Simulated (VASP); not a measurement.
# Mesh, vacuum, cutoff and functional for a single sheet of WS2, part 4 of 4

Aim: find which settings matter for a slab model of a single sheet of WS2, and what they cost.

VASP 6.6.1, plane waves and PAW; the level of theory is named at each step.

So far, highest filled level below the vacuum (eV): step 2 (the base run, PBE) 5.70; step 3 (another mesh, mesh points along a 3, k-mesh 3×3×1, PBE) 5.65; step 11 (a lower cutoff, ENCUT 210, PBE) 5.68; step 12 (a lower cutoff, ENCUT 280, PBE) 5.70; step 15 (another level, functional LDA, disp none) 5.98.

## 16. Another level, functional PBEsol, disp none

This step: PBEsol, no spin polarisation; plane waves and PAW (S, W) (VASP 6.6.1).

Contents of INCAR:

```
SYSTEM = WS2
PREC = Normal
ENCUT = 350
EDIFF = 1E-06
NELM = 120
ISMEAR = 0
SIGMA = 0.05
LREAL = .FALSE.
ALGO = Normal
GGA = PS
NBANDS = 15
LASPH = .TRUE.
LORBIT = 11
LWAVE = .FALSE.
LCHARG = .FALSE.
KPAR = 4
IDIPOL = 3
LDIPOL = .TRUE.
DIPOL = 0.5 0.5 0.5
LVHAR = .TRUE.
LVACPOTAV = .TRUE.
```

Contents of POSCAR:

```
WS2
1.0
    3.1800000000      0.0000000000      0.0000000000
   -1.5900000000      2.7539607840      0.0000000000
    0.0000000000      0.0000000000     18.1250000000
S W
2 1
Direct
    0.6666666670      0.3333333330      0.5862068970
    0.6666666670      0.3333333330      0.4137931030
    0.3333333330      0.6666666670      0.5000000000
```

Contents of KPOINTS:

```
Automatic mesh
0
Gamma
9 9 1
0 0 0
```

Potentials, in the order of the species: S and W (PBE family, release 64).

Launch:

```console
mpirun -np 4 vasp_std
```

What it wrote:

```text
[banner, memory and clock lines left out]
running    4 mpi-ranks, on    1 nodes
[...]
[... a notice as in an earlier step ...]

 LDA part: xc-table for (Slater+PW92), standard interpolation
 POSCAR, INCAR and KPOINTS ok, starting setup
[...]
entering main loop
       N       E                     dE             d eps       ncg     rms          rms(c)
DAV:   1     0.100764685653E+03    0.10076E+03   -0.52665E+03   360   0.663E+02
DAV:   2    -0.155051420043E+02   -0.11627E+03   -0.11016E+03   552   0.168E+02
DAV:   3    -0.264823551664E+02   -0.10977E+02   -0.10881E+02   500   0.591E+01
DAV:   4    -0.266784440215E+02   -0.19609E+00   -0.19577E+00   437   0.970E+00
[...]
DAV:  19    -0.252885500641E+02   -0.79322E-05   -0.17127E-07   418   0.236E-03    0.126E-03
DAV:  20    -0.252885625053E+02   -0.12441E-04   -0.84303E-07   345   0.293E-03    0.129E-03
DAV:  21    -0.252885634244E+02   -0.91904E-06   -0.50089E-08   390   0.103E-03
 [... a notice as in an earlier step ...]

   1 F= -.25288563E+02 E0= -.25288563E+02  d E =-.133022E-13
```

Elapsed: 4.2 s, on 4 MPI ranks of Intel Xeon 6975P-C (Granite Rapids), shared host; peak memory 0.61 GiB.

Parts of OUTCAR (step 16):

```text
  Total       -1.4552990     -1.4552990     -0.6563085      0.0000000      0.0000000      0.0000000
  in kB      -14.6892607    -14.6892607     -6.6245401      0.0000000      0.0000000      0.0000000
  external PRESSURE =     -12.0010205 kB  Pullay stress =       0.0000000 kB

 POSITION                                       TOTAL-FORCE (eV/Angst)
 -----------------------------------------------------------------------------------
      1.59000      0.91799     10.62500         0.000000      0.000000     -0.187915
      1.59000      0.91799      7.50000        -0.000000      0.000000      0.187915
     -0.00000      1.83597      9.06250         0.000000     -0.000000      0.000000
 -----------------------------------------------------------------------------------
    total drift:                               -0.000002      0.000001      0.000000

  FREE ENERGIE OF THE ION-ELECTRON SYSTEM (eV)
  ---------------------------------------------------
  free  energy   TOTEN  =       -25.2885634244 eV

  energy  without entropy=      -25.2885634244  energy(sigma->0) =      -25.28856342

[... 2 parts as in an earlier step ...]

[... 1 further part left out ...]
[key lines of the parts left out:]
E-fermi :  -1.6777
```

The PAW data sets were made with PBE, which is usual practice but a small mismatch for other functionals.

Against the base run its depth below the vacuum changes by +0.05 eV.

## 17. Another level, functional RPBE, disp none

This step: RPBE, no spin polarisation; plane waves and PAW (S, W) (VASP 6.6.1).

Changes to INCAR since step 16:

```diff
@@ -9,3 +9,3 @@
 ALGO = Normal
-GGA = PS
+GGA = RP
 NBANDS = 15
```

POSCAR is that of step 16.

KPOINTS is that of step 16.

Launch:

```console
mpirun -np 4 vasp_std
```

What it wrote:

```text
[... set-up lines as in an earlier step ...]
 entering main loop
       N       E                     dE             d eps       ncg     rms          rms(c)
DAV:   1     0.102956537757E+03    0.10296E+03   -0.52594E+03   360   0.662E+02
DAV:   2    -0.127775258227E+02   -0.11573E+03   -0.10967E+03   552   0.167E+02
DAV:   3    -0.237672495515E+02   -0.10990E+02   -0.10899E+02   507   0.588E+01
DAV:   4    -0.239528311981E+02   -0.18558E+00   -0.18528E+00   437   0.943E+00
[...]
DAV:  20    -0.225216627480E+02   -0.67677E-05   -0.38574E-07   328   0.250E-03    0.118E-03
DAV:  21    -0.225216644252E+02   -0.16771E-05   -0.11252E-07   376   0.132E-03    0.574E-04
DAV:  22    -0.225216647966E+02   -0.37145E-06   -0.24825E-08   320   0.767E-04
 [... a notice as in an earlier step ...]

   1 F= -.22521665E+02 E0= -.22521665E+02  d E =-.237546E-17
```

The job ended after 4.8 s (4 MPI ranks; peak memory 0.59 GiB; 16 s of CPU time).

Parts of OUTCAR (step 17):

```text
  Total        1.0247226      1.0247226      0.9626655      0.0000000     -0.0000000      0.0000000
  in kB       10.3431781     10.3431781      9.7167967      0.0000000     -0.0000000      0.0000000
  external PRESSURE =      10.1343843 kB  Pullay stress =       0.0000000 kB

 POSITION                                       TOTAL-FORCE (eV/Angst)
 -----------------------------------------------------------------------------------
      1.59000      0.91799     10.62500        -0.000000      0.000000      0.333996
      1.59000      0.91799      7.50000        -0.000000      0.000000     -0.333996
     -0.00000      1.83597      9.06250         0.000000     -0.000000      0.000000
 -----------------------------------------------------------------------------------
    total drift:                               -0.000002      0.000001      0.000000

  FREE ENERGIE OF THE ION-ELECTRON SYSTEM (eV)
  ---------------------------------------------------
  free  energy   TOTEN  =       -22.5216647966 eV

  energy  without entropy=      -22.5216647966  energy(sigma->0) =      -22.52166480

[... 2 parts as in an earlier step ...]

[... 1 further part left out ...]
[key lines of the parts left out:]
E-fermi :  -1.4794
```

Against the base run its depth below the vacuum changes by -0.10 eV.

## 18. Another level, functional optB88-vdW, disp nonlocal

This step: optB88-vdW, no spin polarisation; plane waves and PAW (S, W) (VASP 6.6.1).

Changes to INCAR since step 17:

```diff
@@ -9,5 +9,9 @@
 ALGO = Normal
-GGA = RP
+GGA = BO
+AGGAC = 0
+LUSE_VDW = .TRUE.
+PARAM1 = 0.1833333333
+PARAM2 = 0.22
+LASPH = .TRUE.
 NBANDS = 15
-LASPH = .TRUE.
 LORBIT = 11
```

POSCAR is that of step 17.

KPOINTS is that of step 17.

Launch:

```console
mpirun -np 4 vasp_std
```

What it wrote:

```text
[banner, memory and clock lines left out]
running    4 mpi-ranks, on    1 nodes
[...]
|                                                                             |
|               ----> ADVICE to this user running VASP <----                  |
|                                                                             |
|     You have switched on vdW-DFT.                                           |
|     This routine was written and supplied by Jiri Klimes. We recommend      |
|     that you carefully read and cite the following publications:            |
|       J. Klimes, D.R. Bowler, A. Michelides                                 |
|          J. Phys.: Cond Matt. 22 022201 (2010)                              |
|       J. Klimes, D.R. Bowler, A. Michelides                                 |
|          Phys. Rev. B. 83, 195131 (2011)                                    |
|     and references therein.                                                 |
|                                                                             |

 [... a notice as in an earlier step ...]

 LDA part: xc-table for (Slater+PW92), standard interpolation
 POSCAR, INCAR and KPOINTS ok, starting setup
[...]
entering main loop
       N       E                     dE             d eps       ncg     rms          rms(c)
DAV:   1     0.107222391515E+03    0.10722E+03   -0.52338E+03   360   0.661E+02
DAV:   2    -0.831282295982E+01   -0.11554E+03   -0.10958E+03   567   0.165E+02
DAV:   3    -0.192324969920E+02   -0.10920E+02   -0.10828E+02   500   0.584E+01
DAV:   4    -0.194100268960E+02   -0.17753E+00   -0.17721E+00   437   0.924E+00
[...]
DAV:  23    -0.179418447391E+02    0.82409E-05   -0.60193E-06   493   0.188E-02    0.507E-04
DAV:  24    -0.179418422689E+02    0.24703E-05   -0.21356E-06   425   0.102E-02    0.690E-04
DAV:  25    -0.179418414952E+02    0.77368E-06   -0.35668E-07   335   0.574E-03
 [... a notice as in an earlier step ...]

   1 F= -.17941841E+02 E0= -.17941841E+02  d E =-.275390E-13
```

Elapsed: 35 s, on 4 MPI ranks; peak memory 1.2 GiB; 2.2 min of CPU time.

Parts of OUTCAR (step 18):

```text
  Total        0.6461461      0.6461461      1.0863116      0.0000000     -0.0000000      0.0000000
  in kB        6.5219644      6.5219644     10.9648351      0.0000000     -0.0000000      0.0000000
  external PRESSURE =       8.0029213 kB  Pullay stress =       0.0000000 kB

 POSITION                                       TOTAL-FORCE (eV/Angst)
 -----------------------------------------------------------------------------------
      1.59000      0.91799     10.62500         0.000000      0.000000      0.367153
      1.59000      0.91799      7.50000        -0.000000     -0.000000     -0.367153
     -0.00000      1.83597      9.06250         0.000000      0.000000     -0.000000
 -----------------------------------------------------------------------------------
    total drift:                                0.000038     -0.000022      0.000000

  FREE ENERGIE OF THE ION-ELECTRON SYSTEM (eV)
  ---------------------------------------------------
  free  energy   TOTEN  =       -17.9418414952 eV

  energy  without entropy=      -17.9418414952  energy(sigma->0) =      -17.94184150

[... 2 parts as in an earlier step ...]

[... 1 further part left out ...]
[key lines of the parts left out:]
E-fermi :  -1.8565
```

Against the base run its depth below the vacuum changes by +0.29 eV.

## 19. Another level, functional r2SCAN, disp none

This step: r2SCAN, no spin polarisation; plane waves and PAW (S, W) (VASP 6.6.1).

Changes to INCAR since step 18:

```diff
@@ -9,7 +9,3 @@
 ALGO = Normal
-GGA = BO
-AGGAC = 0
-LUSE_VDW = .TRUE.
-PARAM1 = 0.1833333333
-PARAM2 = 0.22
+METAGGA = R2SCAN
 LASPH = .TRUE.
```

POSCAR is that of step 18.

KPOINTS is that of step 18.

Launch:

```console
mpirun -np 4 vasp_std
```

What it wrote:

```text
[banner, memory and clock lines left out]
running    4 mpi-ranks, on    1 nodes
[...]
[... a notice as in an earlier step ...]

 LDA part: xc-table for (None), standard interpolation
 POSCAR, INCAR and KPOINTS ok, starting setup
[...]
entering main loop
       N       E                     dE             d eps       ncg     rms          rms(c)
DAV:   1     0.552168348117E+02    0.55217E+02   -0.53405E+03   360   0.668E+02
DAV:   2    -0.625296232391E+02   -0.11775E+03   -0.11180E+03   559   0.170E+02
DAV:   3    -0.733743435998E+02   -0.10845E+02   -0.10756E+02   500   0.599E+01
DAV:   4    -0.735540962089E+02   -0.17975E+00   -0.17954E+00   424   0.934E+00
[...]
DAV:  18    -0.701310613912E+02   -0.25388E-04   -0.28077E-06   493   0.159E-02    0.106E-02
DAV:  19    -0.701311031389E+02   -0.41748E-04   -0.55041E-06   479   0.201E-02    0.592E-03
DAV:  20    -0.701311021432E+02    0.99566E-06   -0.42147E-07   398   0.730E-03
 [... a notice as in an earlier step ...]

   1 F= -.70131102E+02 E0= -.70131102E+02  d E =-.108891E-11
```

Wall time 9.6 s (4 MPI ranks); peak memory 0.61 GiB.

From OUTCAR (step 19):

```text
  Total       -0.3579425     -0.3579425     -0.4617777     -0.0000000      0.0000000      0.0000000
  in kB       -3.6129414     -3.6129414     -4.6610161     -0.0000000      0.0000000      0.0000000
  external PRESSURE =      -3.9622996 kB  Pullay stress =       0.0000000 kB

 POSITION                                       TOTAL-FORCE (eV/Angst)
 -----------------------------------------------------------------------------------
      1.59000      0.91799     10.62500        -0.000000      0.000000     -0.123656
      1.59000      0.91799      7.50000        -0.000000     -0.000000      0.123656
     -0.00000      1.83597      9.06250         0.000000      0.000000      0.000000
 -----------------------------------------------------------------------------------
    total drift:                                0.000001     -0.000001      0.000000

  FREE ENERGIE OF THE ION-ELECTRON SYSTEM (eV)
  ---------------------------------------------------
  free  energy   TOTEN  =       -70.1311021432 eV

  energy  without entropy=      -70.1311021432  energy(sigma->0) =      -70.13110214

[... 2 parts as in an earlier step ...]

[... 1 further part left out ...]
[key lines of the parts left out:]
E-fermi :  -1.8449
```

Against the base run its depth below the vacuum changes by +0.22 eV.

## 20. The series together

Times are for 4 MPI ranks of Intel Xeon 6975P-C (Granite Rapids), shared host. The runs compared:

| no. | functional | highest filled level below the vacuum (eV) | time | memory (GiB) |
| --- | --- | --- | --- | --- |
| 1 | LDA | 5.976 | 3.2 s | 0.55 |
| 2 | PBEsol | 5.749 | 4.2 s | 0.61 |
| 3 | RPBE | 5.6 | 4.8 s | 0.59 |
| 4 | optB88-vdW | 5.989 | 35 s | 1.2 |
| 5 | r2SCAN | 5.921 | 9.6 s | 0.61 |

## 21. With spin orbit coupling

This step: PBE, spin-orbit coupling, no spin polarisation; plane waves and PAW (S, W) (VASP 6.6.1).

For heavy elements spin-orbit coupling shifts the highest filled levels.

Changes to INCAR since step 19:

```diff
@@ -9,5 +9,10 @@
 ALGO = Normal
-METAGGA = R2SCAN
+GGA = PE
+LNONCOLLINEAR = .TRUE.
+MAGMOM = 0 0 0 0 0 0 0 0 0
+NBANDS = 30
+GGA_COMPAT = .FALSE.
 LASPH = .TRUE.
-NBANDS = 15
+LSORBIT = .TRUE.
+LMAXMIX = 4
 LORBIT = 11
```

POSCAR is that of step 19.

KPOINTS is that of step 19.

Launch:

```console
mpirun -np 4 vasp_ncl
```

What it wrote:

```text
[... set-up lines as in an earlier step ...]
 entering main loop
       N       E                     dE             d eps       ncg     rms          rms(c)
DAV:   1     0.107896289870E+03    0.10790E+03   -0.52523E+03  1140   0.672E+02
DAV:   2    -0.115511827814E+02   -0.11945E+03   -0.11311E+03  1660   0.176E+02
DAV:   3    -0.250102756991E+02   -0.13459E+02   -0.13324E+02  1578   0.647E+01
DAV:   4    -0.253119219733E+02   -0.30165E+00   -0.30059E+00  1540   0.116E+01
[...]
DAV:  21    -0.238764703921E+02   -0.95812E-05   -0.36749E-07  1176   0.184E-03    0.165E-03
DAV:  22    -0.238764741788E+02   -0.37867E-05   -0.14200E-07  1080   0.122E-03    0.252E-04
DAV:  23    -0.238764747255E+02   -0.54662E-06   -0.22740E-08   886   0.522E-04
 [... a notice as in an earlier step ...]

   1 F= -.23876475E+02 E0= -.23876475E+02  d E =-.582563E-17  mag=     0.0000     0.0000    -0.0000
```

Run time: 20 s. Hardware: 4 MPI ranks; peak memory 1.1 GiB.

OUTCAR, selected parts (step 21):

```text
  Total        0.1718283      0.1718283      0.4344161      0.0000000      0.0000000      0.0000000
  in kB        1.7343729      1.7343729      4.3848382      0.0000000      0.0000000      0.0000000
  external PRESSURE =       2.6178613 kB  Pullay stress =       0.0000000 kB

 POSITION                                       TOTAL-FORCE (eV/Angst)
 -----------------------------------------------------------------------------------
      1.59000      0.91799     10.62500         0.000000     -0.000000      0.164483
      1.59000      0.91799      7.50000        -0.000000      0.000000     -0.164483
     -0.00000      1.83597      9.06250        -0.000000      0.000000      0.000000
 -----------------------------------------------------------------------------------
    total drift:                               -0.000001      0.000001      0.000000

  FREE ENERGIE OF THE ION-ELECTRON SYSTEM (eV)
  ---------------------------------------------------
  free  energy   TOTEN  =       -23.8764747255 eV

  energy  without entropy=      -23.8764747255  energy(sigma->0) =      -23.87647473

 magnetization (x)
# of ion       s       p       d       tot
------------------------------------------
    1       -0.000   0.000   0.000  -0.000
    2       -0.000   0.000   0.000  -0.000
    3        0.000   0.000  -0.000  -0.000
--------------------------------------------------
tot         -0.000   0.000  -0.000  -0.000

 magnetization (y)
# of ion       s       p       d       tot
------------------------------------------
    1        0.000  -0.000   0.000  -0.000
    2       -0.000   0.000   0.000  -0.000
    3        0.000  -0.000   0.000  -0.000
--------------------------------------------------
tot          0.000  -0.000   0.000  -0.000

 magnetization (z)
# of ion       s       p       d       tot
------------------------------------------
    1       -0.000   0.000   0.000   0.000
    2       -0.000   0.000   0.000   0.000
    3        0.000  -0.000   0.000  -0.000
--------------------------------------------------
tot         -0.000   0.000   0.000   0.000

[... 1 part as in an earlier step ...]

[... 2 further parts left out ...]
[key lines of the parts left out:]
E-fermi :  -1.3646
```

Numbers from this step:

| Item | Value |
| --- | --- |
| electronic cycles | 23 |
| free energy (TOTEN) | -23.88 eV |
| Fermi energy | -1.365 eV |
| vacuum levels | 3.835, 3.835 eV |
| ionisation potentials of the upper and lower face | 5.481, 5.481 eV |
| electron affinities of the upper and lower face | 3.934, 3.934 eV |
| highest filled level below the vacuum | 5.481 eV |
| gap on the k-mesh | 1.547 eV |
| least direct gap on the k-mesh | 1.547 eV |

The spin moment in the PAW sphere vanishes on all atoms.

Against the base run its depth below the vacuum changes by -0.22 eV.

## 22. Cost and result by level

Times are for 4 MPI ranks of Intel Xeon 6975P-C (Granite Rapids), shared host. Results by setting:

| no. | run | electronic cycles | bands | irreducible k-points | free energy (TOTEN) (eV) | eigenvalues first band | time | memory (GiB) |
| --- | --- | --- | --- | --- | --- | --- | --- | --- |
| 1 | base run | 22 | 15 | 12 | -23.72 | 1 | 4.4 s | 0.58 |
| 2 | series over the cutoff | 22 | 15 | 12 | -23.63 | 1 | 2.6 s | 0.49 |
| 3 | series over the cutoff | 21 | 15 | 12 | -23.69 | 1 | 4.2 s | 0.51 |
| 4 | series over the smearing | 22 | 15 | 12 | -23.72 | 1 | 4.4 s | 0.61 |
| 5 | series over the smearing | 22 | 15 | 12 | -23.72 | 1 | 4.6 s | 0.6 |
| 6 | with spin orbit coupling | 23 | 30 | 19 | -23.88 | 7 | 20 s | 1.1 |

## 23. All runs together

This step: slab, study of settings, base PBE; plane waves and PAW (VASP 6.6.1).

Derived from the runs above.

This step gave:

```yaml
highest_filled_level_below_the_vacuum: 5.703 eV
```

Energies of other functionals are not comparable and are left out. All runs:

| change from the base run | level below the vacuum (eV) | shift (eV) | energy change (meV/atom) | core seconds |
| --- | --- | --- | --- | --- |
| base | 5.703 | 0 | 0 | 17.6 |
| mesh 3 x 3 | 5.651 | -0.051 | 6.4 | 11.2 |
| mesh 6 x 6 | 5.7 | -0.003 | 0.9 | 15.2 |
| mesh 12 x 12 | 5.703 | 0 | 0 | 20.8 |
| vacuum 5 A | - | - | 11.6 | 11.2 |
| vacuum 8 A | 5.686 | -0.017 | -0.1 | 11.2 |
| vacuum 24 A | 5.704 | 0.001 | 0.1 | 23.2 |
| cutoff 210 eV | 5.681 | -0.021 | 29.5 | 10.4 |
| cutoff 280 eV | 5.703 | 0 | 9 | 16.8 |
| smearing 0.02 eV | 5.703 | 0 | 0 | 17.6 |
| smearing 0.4 eV | 5.703 | 0 | 0 | 18.4 |
| LDA | 5.976 | 0.273 | - | 12.8 |
| PBEsol | 5.749 | 0.046 | - | 16.8 |
| RPBE | 5.6 | -0.103 | - | 19.2 |
| optB88-vdW | 5.989 | 0.287 | - | 140 |
| r2SCAN | 5.921 | 0.219 | - | 38.4 |
| spin-orbit coupling | 5.481 | -0.221 | - | 80 |

## 24. Summary of results

```json
{"highest filled level below the vacuum": "5.70 eV"}
```

**Reading.** The base run puts the highest filled level 5.70 eV below the vacuum at the upper face. Among the meshes tried the largest shift is -0.05 eV (mesh 3 x 3, at 0.64 times the cost). Among the vacuum widths the largest shift is -0.02 eV (vacuum 8 A, at 0.64 times the cost). Among the lower cutoffs the largest shift is -0.02 eV (cutoff 210 eV, at 0.59 times the cost). The smearing widths shift it by about 0.01 eV or less. With vacuum 5 A the program printed no vacuum level, so no level is given there, and the line on vacuum widths holds for the others alone. The functionals span 0.39 eV, from RPBE to optB88-vdW. The program warns that it found no field-free region at its default tolerance, also in runs whose level could not be checked against a flat part of the potential; that adds doubt to those levels. The thickness of the slab was not varied, and the small cell can't reconstruct. Costs come from a shared host, and the base run also writes a finer density of states, so small ratios mean little. All runs hold the atoms as cut and share one family of PAW data sets, so relaxation and each functional's own lattice are left out.

[Lines on the potential files, build, host, timing and source positions are cut from VASP's logs without a mark.]

[Logs are printed without paths, hosts, clocks, repeated set-up lines and the standing remarks that a program may print on its own settings, such as how far it seeks lower states.]

[Hosts, paths, dates, database ids (printed as entryN), source tags and the programs' standing remarks are cut or masked in the printed files.]

[In band tables of VASP the shares of atoms and orbitals are scaled to a sum of 1 inside the atoms' spheres.]

[Runs that stopped without an error message from VASP are left out.]
